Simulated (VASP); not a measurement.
# ZnS (P6_3mc) in VASP: a series of runs

The runs below take ZnS through single point, relaxation of cell and atoms, with PBEsol.

Everything below comes from runs of VASP 6.6.1. Logs are shortened: lines on timing, memory, paths and dates and some standing lists are left out, and cuts for length are marked.

**The experiment to reproduce.**

A printed reference work, monograph reports, for a bulk crystal of ZnS at 4 K: band gap 3.911 eV (direct).

The results are compared with them further down.

### Step 1. The cell of the first run

It takes space group P6_3mc (No. 186, hexagonal). Conventional cell: a = 3.782 Å, b = 3.782 Å, c = 6.209 Å, α = 90.00°, β = 90.00°, γ = 120.00°. Zn (site symmetry 3m) has 4 S at 2.32 Å within 3.1 Å. Within 3.1 Å of S (site symmetry 3m) lie 4 Zn at 2.32 Å.

### Step 2. Single point, PBEsol

File INCAR:

```
PREC = Accurate
ENCUT = 520
EDIFF = 1E-7
ISMEAR = 0
SIGMA = 0.02
LREAL = False
LASPH = True
NELM = 100
ALGO = Normal
ISIF = 2
LWAVE = False
LCHARG = True
GGA = PS
LELF = True
LVHAR = True
NBANDS = 26
```

File KPOINTS:

```
Automatic mesh
0
Gamma
  9 9 6
```

File POSCAR:

```
ZnS
1.0
    3.7815891433      0.0000000000      0.0000000000
   -1.8907945716      3.2749522647      0.0000000000
    0.0000000000      0.0000000000      6.2089531453
Zn S
2 2
Direct
    0.3333333333      0.6666666667      0.0054427955
    0.6666666667      0.3333333333      0.5054427955
    0.3333333333      0.6666666667      0.3795572045
    0.6666666667      0.3333333333      0.8795572045
```

Potentials or basis: VASP PAW PBE potentials, release 64 (Zn, S).

Command:

```bash
$ cat potpaw_PBE.64/Zn/POTCAR potpaw_PBE.64/S/POTCAR > POTCAR
$ mpirun -np 1 vasp_std > vasp.out
```

OUTCAR:

```text
PREC = Accurate
   ENCUT = 520
   EDIFF = 1E-7
   ISMEAR = 0
   LREAL = False
   LASPH = True
   NELM = 100
   ISIF = 2
   GGA = PS

 ion  position               nearest neighbor table
   1  0.333  0.667  0.005-   4 2.32   4 2.32   4 2.32   3 2.32
   2  0.667  0.333  0.505-   3 2.32   3 2.32   3 2.32   4 2.32
   3  0.333  0.667  0.380-   2 2.32   2 2.32   2 2.32   1 2.32
   4  0.667  0.333  0.880-   1 2.32   1 2.32   1 2.32   2 2.32

  LATTYP: Found a hexagonal cell.
 ALAT       =     3.7815891433
 C/A-ratio  =     1.6418899330

  Lattice vectors:

 A1 = (   3.7815891433,   0.0000000000,   0.0000000000)
 A2 = (  -1.8907945716,   3.2749522647,   0.0000000000)
 A3 = (   0.0000000000,   0.0000000000,   6.2089531453)

Analysis of symmetry for initial positions (statically):
=====================================================================
 Subroutine PRICEL returns:
 Original cell was already a primitive cell.

 Routine SETGRP: Setting up the symmetry group for a
 hexagonal supercell.

 Subroutine GETGRP returns: Found 12 space group operations
 (whereof  6 operations were pure point group operations)
 out of a pool of 24 trial point group operations.

The static configuration has the point symmetry C_3v.
 The point group associated with its full space group is C_6v.

Analysis of symmetry for dynamics (positions and initial velocities):
=====================================================================
 Subroutine PRICEL returns:
 Original cell was already a primitive cell.

 Routine SETGRP: Setting up the symmetry group for a
 hexagonal supercell.

 Subroutine GETGRP returns: Found 12 space group operations
 (whereof  6 operations were pure point group operations)
 out of a pool of 24 trial point group operations.

The dynamic configuration has the point symmetry C_3v.
 The point group associated with its full space group is C_6v.

 Subroutine INISYM returns: Found 12 space group operations
 (whereof  6 operations are pure point group operations),
 and found     1 'primitive' translations

----------------------------------------------------------------------------------------

                                     Primitive cell

  volume of cell :      76.8949

  direct lattice vectors                    reciprocal lattice vectors
     3.781589143  0.000000000  0.000000000     0.264439092  0.152673981  0.000000000
    -1.890794572  3.274952265  0.000000000     0.000000000  0.305347962  0.000000000
     0.000000000  0.000000000  6.208953145     0.000000000  0.000000000  0.161057746

  length of vectors
     3.781589143  3.781589143  6.208953145     0.305347962  0.305347962  0.161057746

  position of ions in fractional coordinates (direct lattice)
     0.333333333  0.666666667  0.005442796
     0.666666667  0.333333333  0.505442796
     0.333333333  0.666666667  0.379557205
     0.666666667  0.333333333  0.879557205

  ion indices of the primitive-cell ions
   primitive index   ion index
                 1           1
                 2           2
                 3           3
                 4           4

----------------------------------------------------------------------------------------

 KPOINTS: Automatic mesh

Automatic generation of k-mesh.
 Grid dimensions read from file:
 generate k-points for:    9    9    6

 Generating k-lattice:

  Cartesian coordinates                     Fractional coordinates (reciprocal lattice)
     0.029382121  0.016963776  0.000000000     0.111111111  0.000000000  0.000000000
     0.000000000  0.033927551  0.000000000     0.000000000  0.111111111  0.000000000
     0.000000000  0.000000000  0.026842958     0.000000000  0.000000000  0.166666667

  Length of vectors
     0.033927551  0.033927551  0.026842958

  Shift w.r.t. Gamma in fractional coordinates (k-lattice)
     0.000000000  0.000000000  0.000000000

 Subroutine IBZKPT returns following result:
 ===========================================

 Found     48 irreducible k-points:

 Following reciprocal coordinates:
            Coordinates               Weight
  0.000000  0.000000  0.000000      1.000000
  0.111111  0.000000  0.000000      6.000000
  0.222222  0.000000  0.000000      6.000000
  0.333333  0.000000  0.000000      6.000000
  0.444444  0.000000  0.000000      6.000000
  0.111111  0.111111  0.000000      6.000000
[... 16 lines left out ...]
  0.333333  0.222222  0.166667     24.000000
  0.333333  0.333333  0.166667      4.000000
 [... further k-points ...]
   k-points           NKPTS =     48   k-points in BZ     NKDIM =     48   number of bands    NBANDS=     26
   number of dos      NEDOS =    301   number of ions     NIONS =      4
   total plane-waves  NPLWV =  37632
   dimension x,y,z NGX =    28 NGY =   28 NGZ =   48
   dimension x,y,z NGXF=    56 NGYF=   56 NGZF=   96
   ions per type =               2   2
   NGX,Y,Z   is equivalent  to a cutoff of  12.31, 12.31, 12.85 a.u.
   NGXF,Y,Z  is equivalent  to a cutoff of  24.62, 24.62, 25.70 a.u.
 SYSTEM =  unknown system
   PREC   = accura    normal or accurate (medium, high low for compatibility)
   ISTART =      0    job   : 0-new  1-cont  2-samecut
   ICHARG =      2    charge: 1-file 2-atom 10-const
   ISPIN  =      1    spin polarized calculation?
   LNONCOLLINEAR =      F non collinear calculations
   LSORBIT =      F    spin-orbit coupling
   LASPH  =      T    aspherical Exc in radial PAW
   ENCUT  =  520.0 eV  38.22 Ry    6.18 a.u.   7.03  7.03 11.54*2*pi/ulx,y,z
   NELM   =    100;   NELMIN=  2; NELMDL= -5     # of ELM steps
   EDIFF  = 0.1E-06   stopping-criterion for ELM
   LREAL  =      F    real-space projection
   EDIFFG = 0.1E-05   stopping-criterion for IOM
   NSW    =      0    number of steps for IOM
   IBRION =     -1    ionic relax: 0-MD 1-quasi-New 2-CG
   NFREE  =      0    steps in history (QN), initial steepest desc. (CG)
   ISIF   =      2    stress and relaxation
   ISYM   =      2    0-nonsym 1-usesym 2-fastsym
   POTIM  = 0.5000    time-step for ionic-motion
   TEBEG  =    0.0;   TEEND  =   0.0 temperature during run
   PSTRESS=    0.0 pullay stress
   NELECT =      36.0000    total number of electrons
   NUPDOWN=      -1.0000    fix difference up-down
   EMIN   =  10.00;   EMAX   =-10.00  energy-range for DOS
   EFERMI =   0.00;   METHOD = LEGACY
   ISMEAR =     0;   SIGMA  =   0.02  broadening in eV -4-tet -1-fermi 0-gaus
   EFERMI_NEDOS =   21; number of points for ismear=-14 and -15
   IALGO  =     38    algorithm
   IMIX   =      4    mixing-type and parameters
     AMIX     =   0.40;   BMIX     =  1.00
     AMIX_MAG =   1.60;   BMIX_MAG =  1.00
  volume/ion in A,a.u.               =      19.22       129.73
  Fermi-wavevector in a.u.,A,eV,Ry     =   1.271188  2.402197 21.985910  1.615919
  Thomas-Fermi vector in A             =   2.404135
   LORBIT       =      0    0 simple, 1 ext, 2 COOP (PROOUT), +10 PAW based schemes
   GGA     = PS    functional components
   LHFCALC =     F    Hartree Fock is set to
   AEXX    =    0.0000 exact exchange contribution
   IVDW    =     0    specifies the selected vdW correction
   LEPSILON=     F    determine dielectric tensor
   LRPA    =     F    only Hartree local field effects (RPA)
 non-spin polarized calculation
 Gauss-broadening in eV      SIGMA  =   0.02
  energy-cutoff  :      520.00
  volume of cell :       76.89
 maximum number of plane-waves:      2087
   NGX = 15   NGY = 15   NGZ = 23

 number of electron      36.0000003 magnetization

 Free energy of the ion-electron system (eV)
  ---------------------------------------------------
  ext. energy  EPLUGINS =         0.00000000
  ---------------------------------------------------
  free energy    TOTEN  =       -15.16732318 eV

  energy without entropy =      -15.16732318  energy(sigma->0) =      -15.16732318

 E-fermi :   2.3888     XC(G=0):  -9.9644

 val. band max:        2.2795494255   @ k =   0.0000   0.0000   0.0000
 cond. band min:       4.4402975984   @ k =   0.0000   0.0000   0.0000
 fundamental gap:      2.1607481729
 Fermi energy:         2.3888276202

 k-point     1 :       0.0000    0.0000    0.0000
  band No.  band energies     occupation
      1     -11.0892      2.00000
      2     -10.0930      2.00000
      3      -4.2099      2.00000
      4      -4.1932      2.00000
      5      -4.1932      2.00000
      6      -4.1076      2.00000
[... 18 lines left out ...]
     25       9.9079      0.00000
     26      11.4767      0.00000

 k-point     2 :       0.1111    0.0000    0.0000
  band No.  band energies     occupation
      1     -11.0011      2.00000
      2     -10.0433      2.00000
      3      -4.2065      2.00000
      4      -4.1876      2.00000
      5      -4.1759      2.00000
      6      -4.0996      2.00000
[... 18 lines left out ...]
     25      10.2957      0.00000
     26      10.9109      0.00000

 k-point     3 :       0.2222    0.0000    0.0000
  band No.  band energies     occupation
      1     -10.7580      2.00000
      2      -9.9202      2.00000
      3      -4.2194      2.00000
      4      -4.1528      2.00000
      5      -4.1367      2.00000
      6      -4.0579      2.00000
[... 18 lines left out ...]
     25      10.4466      0.00000
     26      11.1292      0.00000

 k-point     4 :       0.3333    0.0000    0.0000
  band No.  band energies     occupation
      1     -10.4293      2.00000
      2      -9.7974      2.00000
      3      -4.2139      2.00000
      4      -4.1146      2.00000
      5      -4.1027      2.00000
      6      -3.9564      2.00000
[... 18 lines left out ...]
     25      10.8634      0.00000
     26      11.9838      0.00000

 k-point     5 :       0.4444    0.0000    0.0000
  band No.  band energies     occupation
      1     -10.1517      2.00000
      2      -9.7563      2.00000
      3      -4.1982      2.00000
      4      -4.0876      2.00000
      5      -4.0264      2.00000
      6      -3.9037      2.00000
[... 18 lines left out ...]
     25      11.2373      0.00000
     26      13.5001      0.00000

 k-point     6 :       0.1111    0.1111    0.0000
  band No.  band energies     occupation
      1     -10.8352      2.00000
      2      -9.9567      2.00000
      3      -4.2077      2.00000
      4      -4.1587      2.00000
      5      -4.1563      2.00000
      6      -4.0810      2.00000
[... 427 lines left out ...]
 k-point    21 :       0.4444    0.1111    0.1667
  band No.  band energies     occupation
      1     -10.0425      2.00000
      2      -9.7757      2.00000
      3      -4.1868      2.00000
      4      -4.0772      2.00000
      5      -4.0090      2.00000
      6      -3.9119      2.00000
[... 18 lines left out ...]
     25      11.5616      0.00000
     26      13.2146      0.00000

 k-point    22 :       0.2222    0.2222    0.1667
  band No.  band energies     occupation
      1     -10.2287      2.00000
      2      -9.7915      2.00000
      3      -4.1521      2.00000
      4      -4.1156      2.00000
      5      -4.0330      2.00000
      6      -3.9809      2.00000
[... 18 lines left out ...]
     25      10.6793      0.00000
     26      11.6175      0.00000

 k-point    23 :       0.3333    0.2222    0.1667
  band No.  band energies     occupation
      1      -9.9937      2.00000
      2      -9.7735      2.00000
      3      -4.1632      2.00000
      4      -4.0571      2.00000
      5      -3.9700      2.00000
      6      -3.8918      2.00000
[... 18 lines left out ...]
     25      11.4470      0.00000
     26      12.2685      0.00000

 k-point    24 :       0.3333    0.3333    0.1667
  band No.  band energies     occupation
      1      -9.8399      2.00000
      2      -9.8399      2.00000
      3      -4.1652      2.00000
      4      -3.9968      2.00000
      5      -3.9968      2.00000
      6      -3.8685      2.00000
[... 18 lines left out ...]
     25      12.3159      0.00000
     26      12.3562      0.00000

 [... further k-points ...]

------------------------ aborting loop because EDIFF is reached ----------------------------------------

  FORCE on cell =-STRESS in cart. coord.  units (eV):
  Direction    XX          YY          ZZ          XY          YZ          ZX
  --------------------------------------------------------------------------------------
  -------------------------------------------------------------------------------------
  Total        0.1047160      0.1047160      0.0895898      0.0000000      0.0000000      0.0000000
  in kB        2.1818557      2.1818557      1.8666861      0.0000000      0.0000000      0.0000000
  external PRESSURE =       2.0767992 kB  Pullay stress =       0.0000000 kB

 VOLUME and BASIS-vectors are now :
 -----------------------------------------------------------------------------
  energy-cutoff  :      520.00
  volume of cell :       76.89
      direct lattice vectors                 reciprocal lattice vectors
     3.781589143  0.000000000  0.000000000     0.264439092  0.152673981  0.000000000
    -1.890794572  3.274952265  0.000000000     0.000000000  0.305347962  0.000000000
     0.000000000  0.000000000  6.208953145     0.000000000  0.000000000  0.161057746

 POSITION                                       TOTAL-FORCE (eV/Angst)
 -----------------------------------------------------------------------------------
     -0.00000      2.18330      0.03379        -0.000000     -0.000000      0.000739
      1.89079      1.09165      3.13827         0.000000      0.000000      0.000739
     -0.00000      2.18330      2.35665         0.000000     -0.000000     -0.000739
      1.89079      1.09165      5.46113        -0.000000      0.000000     -0.000739
 -----------------------------------------------------------------------------------
    total drift:                               -0.000000     -0.000000     -0.000338

  FREE ENERGIE OF THE ION-ELECTRON SYSTEM (eV)
  ---------------------------------------------------
  free  energy   TOTEN  =       -15.1673231816 eV

  energy  without entropy=      -15.1673231816  energy(sigma->0) =      -15.16732318
```

Wall time 80 s (1 thread of AMD EPYC 7R43 (Zen 3), shared host); peak memory 0.19 GiB.

Results:

```yaml
Free_energy: -15.1673 eV
Pressure: 0.2 GPa
Band_gap_on_the_k_mesh: 2.16 eV, direct
```

Caveat: the PAW data sets were made with another functional, which shifts forces and pressure a little.

### Step 3. Relaxation of cell and atoms, PBEsol

This run uses another cell than the first one, of 19.60 Å³/atom, 1.020 times its volume.

File INCAR:

```
SYSTEM = ZnS
ALGO     = Normal         ! electronic algorithm
EDIFF    = 1E-6           ! SCF threshold, eV
EDIFFG   = -0.005         ! ionic threshold
ENCUT    = 600            ! plane-wave cutoff, eV
GGA      = PS             ! functional
IBRION   = 2              ! ionic algorithm
ISIF     = 3              ! what is computed and relaxed
ISMEAR   = 0              ! smearing method
LASPH    = .TRUE.         ! aspherical terms in the spheres
LCHARG   = .FALSE.        ! write CHGCAR
LREAL    = .FALSE.        ! projectors in reciprocal space
LWAVE    = .FALSE.        ! write WAVECAR
NELM     = 80             ! most SCF steps
NSW      = 100            ! ionic steps
PREC     = Accurate       ! precision mode
SIGMA    = 0.02           ! smearing width, eV
```

File KPOINTS:

```
k-points
0
G
  9 9 6
  0 0 0
```

File POSCAR:

```
ZnS
1.0
    3.8109987816      0.0000000000      0.0000000000
   -1.9054993908      3.3004217586      0.0000000000
    0.0000000000      0.0000000000      6.2340000000
Zn S
2 2
Direct
    0.3333333333      0.6666666667      0.0000000000
    0.6666666667      0.3333333333      0.5000000000
    0.3333333333      0.6666666667      0.3850000000
    0.6666666667      0.3333333333      0.8850000000
```

Potentials or basis: VASP PAW PBE potentials, release 64 (Zn, S).

Command:

```bash
$ cat potpaw_PBE.64/Zn/POTCAR potpaw_PBE.64/S/POTCAR > POTCAR
$ mpirun -np 1 vasp_std > vasp.out
```

It took 3.4 min on 1 thread of AMD EPYC 9R45 (Zen 5), shared host; peak memory 0.23 GiB.

Results (log left out):

| Item | Value |
| --- | --- |
| Free energy | -15.1680 eV |
| Relaxed volume | 19.28 Å³/atom |
| Relaxed cell | a = 3.785 Å, b = 3.785 Å, c = 6.213 Å, α = 90.00°, β = 90.00°, γ = 120.00° |
| Space group after relaxing (to 0.05 Å) | P6_3mc (No. 186) |
| Energy gained by relaxing | 6.5 meV/atom |
| Ionic steps | 9 |
| Pressure after relaxing | 0.0 GPa |
| Band gap on the k mesh | 2.15 eV, direct |

Step by step:
| step | energy change (eV) | largest force (eV/Å) | pressure (GPa) | volume (Å³) |
| --- | --- | --- | --- | --- |
| 1 | 0.0000 | 0.3086 | -1.12 | 78.41 |
| 2 | -0.0199 | 0.1199 | 0.27 | 76.86 |
| 3 | -0.0200 | 0.1015 | 0.36 | 76.75 |
| 4 | -0.0232 | 0.0447 | 0.03 | 77.06 |
| 5 | -0.0243 | 0.0022 | -0.20 | 77.28 |
| 6 | -0.0244 | 0.0157 | -0.31 | 77.38 |
| 7 | -0.0258 | 0.0012 | 0.06 | 77.09 |
| 8 | -0.0259 | 0.0002 | -0.05 | 77.11 |
| 9 | -0.0259 | 0.0001 | -0.01 | 77.10 |

Final structure:
```
CELL_PARAMETERS angstrom
3.78530 0.00000 0.00000
-1.89265 3.27817 0.00000
0.00000 0.00000 6.21342
ATOMIC_POSITIONS crystal
Zn 0.33333 0.66667 0.00542
Zn 0.66667 0.33333 0.50542
S 0.33333 0.66667 0.37958
S 0.66667 0.33333 0.87958
```

Levels at points of the mesh, in eV from the valence-band top:
```csv
k point,band 15,band 16,band 17,band 18,band 19,band 20,band 21,band 22
"(0.00, 0.00, 0.00)",-0.93,-0.09,0.00,0.00,2.15,3.02,6.21,6.21
"(0.00, 0.00, 0.50)",-0.49,-0.49,-0.49,-0.49,3.50,3.50,6.67,6.67
```

Caveat: the PAW data sets were made with another functional, which shifts forces and pressure a little.

### Step 4. Comparison with measurements

Step 2. Against the measured gap of ZnS, 3.911 eV (direct; 4 K; a printed reference work, monograph), the calculated 2.16 eV is off by -1.75 eV. The value is that of PBEsol, without temperature or zero-point motion. Semilocal functionals fall short of measured gaps as a rule.
